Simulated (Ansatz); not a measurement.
# InP under changes of volume

One of the cells (25.167 Å³/atom); the others are scaled copies at fixed shape and fractional positions:

```xyz
2
Lattice="0.0000 2.9305 2.9305 2.9305 0.0000 2.9305 2.9305 2.9305 0.0000" Properties=species:S:1:pos:R:3 pbc="T T T"
In    0.0000    0.0000    0.0000
P     4.3957    4.3957    4.3957
```

| Quantity | Value |
| --- | --- |
| Program | Ansatz 0.2.0 |
| Functional | HSEsol |
| Potentials or basis | Ansatz PAW |
| Cutoff | 420 eV (not typed: the program's choice for these potentials) |
| k mesh | 4 × 4 × 4 |
| Occupations | fermi-dirac, width 0.05 eV |
| Spin | no spin polarisation |

| volume (Å³/atom) | energy over the lowest point (meV/atom) | pressure (GPa) | gap on the mesh (eV) |
| --- | --- | --- | --- |
| 23.657 | 21.38 | 5.0 | 1.79 |
| 24.160 | 8.64 | 3.1 | 1.67 |
| 24.663 | 1.74 | 1.3 | 1.55 |
| 25.167 | 0.00 | -0.2 | 1.42 |
| 25.670 | 2.88 | -1.6 | 1.30 |
| 26.173 | 9.93 | -2.9 | 1.18 |
| 26.677 | ? | ? | ? |

**Question.** What does the run at 26.677 Å³/atom give?

**Answer.** Energy over the lowest point 20.68 meV/atom; pressure -4.0 GPa; gap on the mesh 1.07 eV.

Worked out: A Birch-Murnaghan fit of order 3 (a polynomial in V^(-2/3)) to the other rows has its minimum at 25.09 Å³/atom with B0 = V·E''(V) = 75 GPa and B' = 4.6. It gives 20.68 meV/atom at 26.677 Å³/atom, against the run's 20.68, and -dE/dV = -4.0 GPa, against -4.0. A straight line through the other rows of the gap, of slope -6.06 eV per unit of ln V (its deformation potential), extrapolates to 1.07 eV, against the run's 1.07.

Energies are extrapolated to zero smearing.

Caveats: all runs use coarse meshes; spin-orbit coupling is left out, which moves the levels of the heavy elements; the PAW data sets come from PBE, with cores solved anew for the run's functional, which leaves a small shift of forces and pressure; the thresholds are loose for stress.
